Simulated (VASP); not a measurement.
# Y4N5 in VASP: a series of runs

The runs below take Y4N5 through single point, with PBE.

Everything below comes from runs of VASP 6.6.1. Logs are shortened: lines on timing, memory, paths and dates and some standing lists are left out, and cuts for length are marked.

## (1) Starting point

The cell holds a slab with vacuum, 9 atoms: a = 3.449 Å, b = 3.449 Å, c = 15.263 Å, α = 90.00°, β = 90.00°, γ = 120.00°.

## (2) Single point, PBE

INCAR

```
SYSTEM = Y4N5
PREC = Accurate
ENCUT = 460
EDIFF = 1E-7
ISMEAR = 1
SIGMA = 0.1
LREAL = .False.
LASPH = .True.
NELM = 120
ALGO = Normal
ISIF = 2
LWAVE = .False.
LCHARG = .False.
LDIPOL = .True.
IDIPOL = 3
DIPOL = 0.5 0.5 0.500
GGA = PE
NBANDS = 52
LVHAR = .True.
LVACPOTAV = .True.
```

KPOINTS

```
Automatic mesh
0
Gamma
  14 14 1
  0 0 0
```

POSCAR

```
Y4N5
1.0
    3.4485597718      0.0000000000      0.0000000000
   -1.7242798859      2.9865403689      0.0000000000
    0.0000000000      0.0000000000     15.2629490514
N Y
5 4
Direct
    0.3333333333      0.6666666667      0.1310362757
    0.0000000000      0.0000000000      0.3155181379
    0.6666666667      0.3333333333      0.5000000000
    0.3333333333      0.6666666667      0.6844818621
    0.0000000000      0.0000000000      0.8689637243
    0.6666666667      0.3333333333      0.2232772068
    0.3333333333      0.6666666667      0.4077590689
    0.0000000000      0.0000000000      0.5922409311
    0.6666666667      0.3333333333      0.7767227932
```

Potentials or basis: VASP PAW PBE potentials, release 64 (N, Y_sv).

The run is started by

```bash
$ cat potpaw_PBE.64/N/POTCAR potpaw_PBE.64/Y_sv/POTCAR > POTCAR
$ mpirun -np 1 vasp_std > vasp.out
```

OUTCAR:

```text
SYSTEM = Y4N5
   PREC = Accurate
   ENCUT = 460
   EDIFF = 1E-7
   ISMEAR = 1
   LREAL = .False.
   LASPH = .True.
   NELM = 120
   ISIF = 2
   GGA = PE

 Found     24 irreducible k-points:

 Following reciprocal coordinates:
            Coordinates               Weight
  0.000000  0.000000  0.000000      1.000000
  0.071429  0.000000  0.000000      6.000000
  0.142857 -0.000000  0.000000      6.000000
  0.214286 -0.000000  0.000000      6.000000
  0.285714  0.000000  0.000000      6.000000
  0.357143  0.000000  0.000000      6.000000
   k-points           NKPTS =     24   k-points in BZ     NKDIM =     24   number of bands    NBANDS=     52
   number of dos      NEDOS =    301   number of ions     NIONS =      9
   total plane-waves  NPLWV =  62208
   dimension x,y,z NGX =    24 NGY =   24 NGZ =  108
   dimension x,y,z NGXF=    48 NGYF=   48 NGZF=  216
   ions per type =               5   4
   NGX,Y,Z   is equivalent  to a cutoff of  11.57, 11.57, 11.76 a.u.
   NGXF,Y,Z  is equivalent  to a cutoff of  23.14, 23.14, 23.53 a.u.
 SYSTEM =  Y4N5
   PREC   = accura    normal or accurate (medium, high low for compatibility)
   ISTART =      0    job   : 0-new  1-cont  2-samecut
   ICHARG =      2    charge: 1-file 2-atom 10-const
   ISPIN  =      1    spin polarized calculation?
   LNONCOLLINEAR =      F non collinear calculations
   LSORBIT =      F    spin-orbit coupling
   LASPH  =      T    aspherical Exc in radial PAW
   ENCUT  =  460.0 eV  33.81 Ry    5.81 a.u.   6.03  6.03 26.69*2*pi/ulx,y,z
   NELM   =    120;   NELMIN=  2; NELMDL= -5     # of ELM steps
   EDIFF  = 0.1E-06   stopping-criterion for ELM
   LREAL  =      F    real-space projection
   EDIFFG = 0.1E-05   stopping-criterion for IOM
   NSW    =      0    number of steps for IOM
   IBRION =     -1    ionic relax: 0-MD 1-quasi-New 2-CG
   NFREE  =      0    steps in history (QN), initial steepest desc. (CG)
   ISIF   =      2    stress and relaxation
   ISYM   =      2    0-nonsym 1-usesym 2-fastsym
   POTIM  = 0.5000    time-step for ionic-motion
   TEBEG  =    0.0;   TEEND  =   0.0 temperature during run
   PSTRESS=    0.0 pullay stress
   NELECT =      69.0000    total number of electrons
   NUPDOWN=      -1.0000    fix difference up-down
   EMIN   =  10.00;   EMAX   =-10.00  energy-range for DOS
   EFERMI =   0.00;   METHOD = LEGACY
   ISMEAR =     1;   SIGMA  =   0.10  broadening in eV -4-tet -1-fermi 0-gaus
   EFERMI_NEDOS =   21; number of points for ismear=-14 and -15
   IALGO  =     38    algorithm
   IMIX   =      4    mixing-type and parameters
     AMIX     =   0.40;   BMIX     =  1.00
     AMIX_MAG =   1.60;   BMIX_MAG =  1.00
  volume/ion in A,a.u.               =      17.47       117.87
  Fermi-wavevector in a.u.,A,eV,Ry     =   1.244160  2.351122 21.060931  1.547935
  Thomas-Fermi vector in A             =   2.378439
   LORBIT       =      0    0 simple, 1 ext, 2 COOP (PROOUT), +10 PAW based schemes
   GGA     = PE    functional components
   LHFCALC =     F    Hartree Fock is set to
   AEXX    =    0.0000 exact exchange contribution
   IVDW    =     0    specifies the selected vdW correction
   LEPSILON=     F    determine dielectric tensor
   LRPA    =     F    only Hartree local field effects (RPA)
 non-spin polarized calculation
 Methfessel and Paxton  Order N= 1 SIGMA  =   0.10
  energy-cutoff  :      460.00
  volume of cell :      157.20
 maximum number of plane-waves:      3572
   NGX = 13   NGY = 13   NGZ = 53

 number of electron      69.0000009 magnetization

 dipolmoment           0.000000      0.000000      0.000000 electrons x Angstroem

 Free energy of the ion-electron system (eV)
  ---------------------------------------------------
  ext. energy  EPLUGINS =         0.00000000
  ---------------------------------------------------
  free energy    TOTEN  =       -73.51947519 eV

  energy without entropy =      -73.50295059  energy(sigma->0) =      -73.51396699

 E-fermi :   1.6749     XC(G=0):  -9.7501

 val. band max:        1.6748801407   @ k =   0.2143   0.1429   0.0000
 cond. band min:       1.6788057813   @ k =   0.3571   0.0000   0.0000
 fundamental gap:      0.0039256406
 Fermi energy:         1.6749416186

 k-point     1 :       0.0000    0.0000    0.0000
  band No.  band energies     occupation
      1     -39.4036      2.00000
      2     -39.3421      2.00000
      3     -38.9635      2.00000
      4     -38.9631      2.00000
      5     -20.0531      2.00000
      6     -19.6125      2.00000
[... 38 lines left out ...]
     45       6.8862      0.00000
     46       6.8862      0.00000

 k-point     2 :       0.0714    0.0000    0.0000
  band No.  band energies     occupation
      1     -39.3988      2.00000
      2     -39.3387      2.00000
      3     -38.9596      2.00000
      4     -38.9592      2.00000
      5     -20.0343      2.00000
      6     -19.6083      2.00000
[... 38 lines left out ...]
     45       6.8006      0.00000
     46       6.9659      0.00000

 k-point     3 :       0.1429   -0.0000    0.0000
  band No.  band energies     occupation
      1     -39.3853      2.00000
      2     -39.3292      2.00000
      3     -38.9487      2.00000
      4     -38.9484      2.00000
      5     -19.9811      2.00000
      6     -19.6070      2.00000
[... 38 lines left out ...]
     45       6.9208      0.00000
     46       7.1951      0.00000

 k-point     4 :       0.2143   -0.0000    0.0000
  band No.  band energies     occupation
      1     -39.3654      2.00000
      2     -39.3157      2.00000
      3     -38.9329      2.00000
      4     -38.9327      2.00000
      5     -19.9058      2.00000
      6     -19.6529      2.00000
[... 38 lines left out ...]
     45       7.2032      0.00000
     46       7.2868      0.00000

 k-point     5 :       0.2857    0.0000    0.0000
  band No.  band energies     occupation
      1     -39.3426      2.00000
      2     -39.3013      2.00000
      3     -38.9153      2.00000
      4     -38.9152      2.00000
      5     -19.8592      2.00000
      6     -19.7577      2.00000
[... 38 lines left out ...]
     45       7.5759      0.00000
     46       7.6592      0.00000

 k-point     6 :       0.3571    0.0000    0.0000
  band No.  band energies     occupation
      1     -39.3211      2.00000
      2     -39.2891      2.00000
      3     -38.8993      2.00000
      4     -38.8993      2.00000
      5     -19.9730      2.00000
      6     -19.8095      2.00000
[... 38 lines left out ...]
     45       8.0590      0.00000
     46       8.1905      0.00000

 [... further k-points ...]

 [bands above 46 left out]

------------------------ aborting loop because EDIFF is reached ----------------------------------------

  FORCE on cell =-STRESS in cart. coord.  units (eV):
  Direction    XX          YY          ZZ          XY          YZ          ZX
  --------------------------------------------------------------------------------------
  -------------------------------------------------------------------------------------
  Total        0.3476940      0.3476940     -3.8773183     -0.0000000      0.0000000      0.0000000
  in kB        3.5437512      3.5437512    -39.5182252     -0.0000000      0.0000000      0.0000000
  external PRESSURE =     -10.8102409 kB  Pullay stress =       0.0000000 kB

 VOLUME and BASIS-vectors are now :
 -----------------------------------------------------------------------------
  energy-cutoff  :      460.00
  volume of cell :      157.20
      direct lattice vectors                 reciprocal lattice vectors
     3.448559772  0.000000000  0.000000000     0.289976125  0.167417794  0.000000000
    -1.724279886  2.986540369  0.000000000     0.000000000  0.334835588  0.000000000
     0.000000000  0.000000000 15.262949051     0.000000000  0.000000000  0.065518138

 POSITION                                       TOTAL-FORCE (eV/Angst)
 -----------------------------------------------------------------------------------
     -0.00000      1.99103      2.00000        -0.000000      0.000000      1.835942
      0.00000      0.00000      4.81574         0.000000     -0.000000      0.352096
      1.72428      0.99551      7.63147        -0.000000      0.000000      0.000000
     -0.00000      1.99103     10.44721        -0.000000      0.000000     -0.352096
      0.00000      0.00000     13.26295         0.000000     -0.000000     -1.835942
      1.72428      0.99551      3.40787        -0.000000      0.000000     -2.263486
     -0.00000      1.99103      6.22361        -0.000000      0.000000     -0.095942
      0.00000      0.00000      9.03934         0.000000     -0.000000      0.095942
      1.72428      0.99551     11.85508         0.000000      0.000000      2.263486
 -----------------------------------------------------------------------------------
    total drift:                                0.000000     -0.000000      0.000000

  FREE ENERGIE OF THE ION-ELECTRON SYSTEM (eV)
  ---------------------------------------------------
  free  energy   TOTEN  =       -73.5194751914 eV

  energy  without entropy=      -73.5029505866  energy(sigma->0) =      -73.51396699
```

OSZICAR:

```text
N       E                     dE             d eps       ncg     rms          rms(c)
DAV:   1     0.408110942522E+03    0.40811E+03   -0.31913E+04  2560   0.118E+03
[... 13 lines left out ...]
DAV:  15    -0.735195793871E+02   -0.52485E-04   -0.45112E-04  3740   0.774E-02    0.123E-01
DAV:  16    -0.735194783665E+02    0.10102E-03   -0.62694E-04  3912   0.114E-01    0.432E-02
DAV:  17    -0.735194755128E+02    0.28537E-05   -0.10038E-04  3000   0.404E-02    0.312E-02
DAV:  18    -0.735194752932E+02    0.21963E-06   -0.96954E-06  3720   0.121E-02    0.146E-02
DAV:  19    -0.735194749588E+02    0.33438E-06   -0.10289E-06  3240   0.443E-03    0.109E-02
DAV:  20    -0.735194752053E+02   -0.24645E-06   -0.35476E-07  2792   0.265E-03    0.221E-03
DAV:  21    -0.735194751914E+02    0.13827E-07   -0.18241E-07  2456   0.167E-03
   1 F= -.73519475E+02 E0= -.73513967E+02  d E =-.165246E-01
```

stdout:

```text
POSCAR found type information on POSCAR N Y
 POSCAR found :  2 types and       9 ions
 scaLAPACK will be used
 LDA part: xc-table for (Slater+PW92), standard interpolation
 POSCAR, INCAR and KPOINTS ok, starting setup
 FFT: planning ... GRIDC
[... 61 lines left out ...]
|           W    W  A    A  R    R  N    N  II  N    N   GGGG   !!!           |
|                                                                             |
|     Did not find any points to average over, which means that no vacuum     |
|     field-free region was found. Please increase the size of  your cell     |
|     in the dimension of the dipole correction to obtain accurate            |
|     workfunction values.                                                    |
|                                                                             |
 -----------------------------------------------------------------------------
```

Wall time 2.2 min (1 thread of Intel Xeon 6975P-C (Granite Rapids), shared host); peak memory 0.3 GiB.

The run converged, but some of its settings lie outside the range that counts as converged, so its numbers aren't taken as properties of the slab.

Results:

- Free energy: -73.5195 eV
- Largest force: 2.263 eV/Å
- Band gap on the k mesh: none (metal or under the smearing width)

Caveat: the cutoff is under 1.25 times the usual one of these potentials, so pressure, stress and relaxed cells hold a basis-set (Pulay) error.

(Continued in part 2 of 2.)
